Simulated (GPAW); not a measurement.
# Mn (P6_3/mmc) in GPAW: further runs, part 2 of 2

GPAW 26.7.0.

## Step 4: Single point, RPBE, collinear spin, ferromagnetic start

The input, run.py:

```python
from ase import Atoms
from ase.dft.bandgap import bandgap
from ase.io import write
from ase.units import GPa
from gpaw import GPAW, PW

atoms = Atoms(['Mn', 'Mn'],
              cell=[[2.4836457705, 0.0, 0.0],
                    [-1.2418228853, 2.1509003313, 0.0],
                    [0.0, 0.0, 4.026195]],
              scaled_positions=[[0.3333333333, 0.6666666667, 0.25],
                                [0.6666666667, 0.3333333333, 0.75]],
              pbc=True)
atoms.set_initial_magnetic_moments([4.0, 4.0])

calc = GPAW(mode=PW(600),
            xc='RPBE',
            kpts={'size': (9, 9, 5), 'gamma': True},
            occupations={'name': 'fermi-dirac', 'width': 0.05},
            nbands=28,
            convergence={'density': 1e-05, 'energy': 1e-05},
            maxiter=150,
            txt='gpaw.txt')
atoms.calc = calc
energy = atoms.get_potential_energy()
forces = atoms.get_forces()
stress = atoms.get_stress()
calc.write('gs.gpw')
write('result.traj', atoms)
print(f'Energy: {energy:.6f} eV')
print('Forces (eV/A):')
print(forces.round(4))
print('Stress (GPa):', (stress / GPa).round(3))
print('Moments:', calc.get_magnetic_moments().round(3))
print('Fermi level:', round(calc.get_fermi_level(), 4), 'eV')
print(f'Gap: {bandgap(calc)[0]:.4f} eV, direct: {bandgap(calc, direct=True)[0]:.4f} eV')
```

Potentials or basis: the program's PAW data sets (release 1.2.1) made for this functional, pw.

Command:

```sh
$ OMP_NUM_THREADS=1 python run.py
```

gpaw.txt:

```text
__  _  _
 | _ |_)|_||  |
 |__||  | ||/\| - 26.7.0

Input parameters:
  mode=PW(ecut=600.0),
  convergence={'density': 1e-05, 'energy': 1e-05},
  kpts=MonkhorstPack(size=(9, 9, 5), gamma=True),
  maxiter=150,
  nbands=28,
  occupations=Occupations(name='fermi-dirac', width=0.05),
  xc=XC(name='RPBE')

Diagonalizing LCAO Hamiltonian
Converting LCAO to pw mode

          Mn

        Mn

Atoms  # Å, Bohr magnetons
|   | symbol |         x |        y |        z |    initial magnetic moments |
|---|--------|-----------|----------|----------|-----------------------------|
| 0 |     Mn | -0.000000 | 1.433934 | 1.006549 | ( 0.0000,  0.0000,  4.0000) |
| 1 |     Mn |  1.241823 | 0.716967 | 3.019646 | ( 0.0000,  0.0000,  4.0000) |

Unit cell  # Å
| periodic |         x |        y |        z |  lengths |     angles |
|----------|-----------|----------|----------|----------|------------|
|      yes |  2.483646 | 0.000000 | 0.000000 | 2.483646 |  90.000000 |
|      yes | -1.241823 | 2.150900 | 0.000000 | 2.483646 |  90.000000 |
|      yes |  0.000000 | 0.000000 | 4.026195 | 4.026195 | 120.000000 |

Number of symmetries: 12
Symmetry operations  # r_c * U_cc + t_c -> r_c
|    | kind |            matrix            |
|----|------|------------------------------|
|  0 |  σ   |  1, 1, 0,  0,-1, 0,  0, 0, 1 |
|  1 |  S6  |  1, 1, 0, -1, 0, 0,  0, 0,-1 |
|  2 |  E   |  1, 0, 0,  0, 1, 0,  0, 0, 1 |
|  3 |  C2  |  1, 0, 0, -1,-1, 0,  0, 0,-1 |
|  4 |  C2  |  0, 1, 0,  1, 0, 0,  0, 0,-1 |
|  5 |  C3  |  0, 1, 0, -1,-1, 0,  0, 0, 1 |
|  6 |  S6  |  0,-1, 0,  1, 1, 0,  0, 0,-1 |
|  7 |  σ   |  0,-1, 0, -1, 0, 0,  0, 0, 1 |
|  8 |  σ   | -1, 0, 0,  1, 1, 0,  0, 0, 1 |
|  9 |  i   | -1, 0, 0,  0,-1, 0,  0, 0,-1 |
| 10 |  C3  | -1,-1, 0,  1, 0, 0,  0, 0, 1 |
| 11 |  C2  | -1,-1, 0,  0, 1, 0,  0, 0,-1 |

BZ-sampling:
  Number of BZ points: 405
  Number of IBZ points: 50

  Monkhorst-Pack size: [9, 9, 5]
  Monkhorst-Pack shift: [0, 0, 0]

K-points  # in reciprocal-cell coordinates
|     |                                coordinates |     weight |
|-----|--------------------------------------------|------------|
|   0 | (  0.00000000,   0.00000000,   0.00000000) | 0.00246914 |
|   1 | (  0.00000000,   0.00000000,   0.20000000) | 0.00493827 |
|   2 | (  0.00000000,   0.00000000,   0.40000000) | 0.00493827 |
|   3 | (  0.11111111,   0.00000000,  -0.40000000) | 0.01481481 |
|   4 | (  0.11111111,   0.00000000,  -0.20000000) | 0.01481481 |
|   5 | (  0.11111111,   0.00000000,   0.00000000) | 0.01481481 |
|   6 | (  0.11111111,   0.00000000,   0.20000000) | 0.01481481 |
|   7 | (  0.11111111,   0.00000000,   0.40000000) | 0.01481481 |
|   8 | (  0.22222222,  -0.11111111,   0.00000000) | 0.01481481 |
|   9 | (  0.22222222,  -0.11111111,   0.20000000) | 0.02962963 |
| ... |                                            |            |
|  49 | (  0.44444444,   0.44444444,   0.40000000) | 0.02962963 |

Plane wave coefficients: 744
Cutoff: 600.0 eV

Spin-components: 2 (collinear spins)
Bands:           28
Projectors:      12
Spin-degeneracy: 1
Datatype:        complex128

Parallelization:
  kpt:    1
  domain: 1
  band:   1

Density:
  Valence electrons: 30.0
  Components: 2
  Grid points: [15 15 24]
  Charge: 0.0  # |e|

Potential:
  Grid points: [15 15 24]

species:
  Mn:
    name:    Manganese
    Z:       25.0
    valence: 15
    core:    10
    charge:  0.0  # [|e|]
    compensation charges:
      type: gauss
      rc: 0.38  # [Å]
      lmax: 2
    cutoffs:
      filter: 2.14  # [Å]
      core: 0.86  # [Å]
    projectors
    | kind |    occ | energy [eV] | rcut [Å] |
    |------|--------|-------------|----------|
    |   3s |  2.000 |     -85.954 |    1.275 |
    |   4s |  2.000 |      -5.040 |    1.275 |
    |   3p |  6.000 |     -54.618 |    1.281 |
    |   4p |  0.000 |      -1.367 |    1.281 |
    |   3d |  5.000 |      -6.715 |    1.138 |
    |    d |        |      20.497 |    1.138 |

    Using partial waves for Mn as LCAO basis

Reference energy: -63038.444567  # eV

eigensolver:
  PPCG
  Converge bands: occupied
  niter=2

density mixing:
  MSR1-Mixer
  Pratt-step length: 0.05
  Maximum mixing coefficient: 0.75
  Old densities: 10
  SVD Regularization: 0.005
  Good broyden scale: 1.0
  Trust region scale: 1.0
  Backstep threshold: 4.0
  History deletion threshold: 6.0
  Fourier metric: weight=20.0, sigma=0.015

occupation numbers:
  Fermi-Dirac:
    width: 0.0500  # eV

poisson solver:
  ecut: 4800.0  # eV

xc functional:
  name: RPBE with 2 nearest neighbor stencil

convergence criteria:
- Maximum integral of absolute [dens]ity change: 1e-05 electrons / valence electron
- Maximum [total energy] change in last 3 cyles: 1e-05 eV / valence electron
- Maximum integral of absolute [eigenst]ate change: 4e-08 eV^2 / valence electron
maximum number of iterations: 150

SCF iterations
|iter     | |      energy | eigst |  dens |  magmom |
|---------|-|-------------|-------|-------|---------|
|iter:   1| |  -16.045804 | +0.19 |       |  +8.0173|
|iter:   2| |  -16.079607 | -2.86 | -0.93 |  +7.8801|
|iter:   3| |  -17.136590 | -2.70 | -0.95 |  +5.5894|
|iter:   4| |  -17.793710 | -2.38 | -1.08 |  +3.0054|
|iter:   5| |  -18.075342 | -2.64 | -1.37 |  +0.3048|
|iter:   6| |  -18.242425 | -2.47 | -1.55 |  +0.1339|
|iter:   7| |  -18.235824 | -3.69 | -1.83 |  +0.0438|
|iter:   8| |  -18.239423 | -4.10 | -2.44 |  -0.0612|
|iter:   9| |  -18.240240 | -4.95 | -2.71 |  +0.0092|
|iter:  10| |  -18.240332 | -5.69 | -3.25 |  +0.0117|
|iter:  11| |  -18.240360c| -6.26 | -3.66 |  +0.0014|
|iter:  12| |  -18.240365c| -6.95 | -3.99 |  +0.0009|
|iter:  13| |  -18.240365c| -7.63c| -4.44 |  +0.0007|
|iter:  14| |  -18.240366c| -7.50c| -4.85 |  +0.0003|
|iter:  15| |  -18.240366c| -8.00c| -5.16c|  +0.0000|

Converged in 15 steps
Energy contributions relative to reference atoms: (reference = -63038.444567)

Energy contributions:
  Kinetic:          -3.563054
  Coulomb:           1.826147
  Zero:              0.489942
  External:          0.000000
  Xc:              -16.981951
  Entropy:          -0.022899
  Spinorbit:         0.000000
  ----------------------------
  Free energy:     -18.251815
  Extrapolated:    -18.240366

dipole moment: (0.000000, 0.000000, 0.000000)  # |e|*Ang

Total magnetic moment: (0.000000, 0.000000, 0.000025)

Local magnetic moments
|        x |        y |        z |
|----------|----------|----------|
| 0.000000 | 0.000000 | 0.000009 |  # Mn   0
| 0.000000 | 0.000000 | 0.000009 |  # Mn   1

Fermi level: 10.711
Eigenvalues  # (at kpt = [0.000, 0.000, 0.000])
| band index |      eig [eV] | occ [0-1] |      eig [eV] | occ [0-1] |
|------------|---------------|-----------|---------------|-----------|
|          0 |       -68.562 |     1.000 |       -68.562 |     1.000 |
|        ... |               |           |               |           |
|          7 |       -36.819 |     1.000 |       -36.819 |     1.000 |
|          8 |         2.553 |     1.000 |         2.553 |     1.000 |
|          9 |         6.317 |     1.000 |         6.317 |     1.000 |
|         10 |         9.749 |     1.000 |         9.749 |     1.000 |
|         11 |         9.784 |     1.000 |         9.784 |     1.000 |
|         12 |         9.784 |     1.000 |         9.784 |     1.000 |
[... 8 lines left out ...]
|         21 |        31.669 |     0.000 |        31.669 |     0.000 |
|         22 |        35.073 |     0.000 |        35.073 |     0.000 |
|        ... |               |           |               |           |
|         27 |        37.778 |     0.000 |        37.778 |     0.000 |

No gap
No difference between direct/indirect transitions

Forces  # eV/Ang
|       x |        y |        z |
|---------|----------|----------|
| 0.00000 |  0.00000 | -0.00000 |  # Mn   0
| 0.00000 | -0.00000 |  0.00000 |  # Mn   1

Stress tensor  # eV/Ang^3
|         x |         y |         z |
|-----------|-----------|-----------|
| -0.048876 | -0.000000 |  0.000000 |
| -0.000000 | -0.048876 | -0.000000 |
|  0.000000 | -0.000000 | -0.038153 |

# Writing to gs.gpw (mode='')
```

Wall time 60 s (1 thread of Arm Neoverse V1, shared host); peak memory 0.17 GiB.

What came out:

| Item | Value |
| --- | --- |
| Free energy | -18.2518 eV |
| Pressure | 7.3 GPa |
| Band gap on the k mesh | none (metal or under the smearing width) |
| Net moment | 0.00 μB per cell |

Caveat: the starting moments collapsed, and a magnetic state may lie lower.
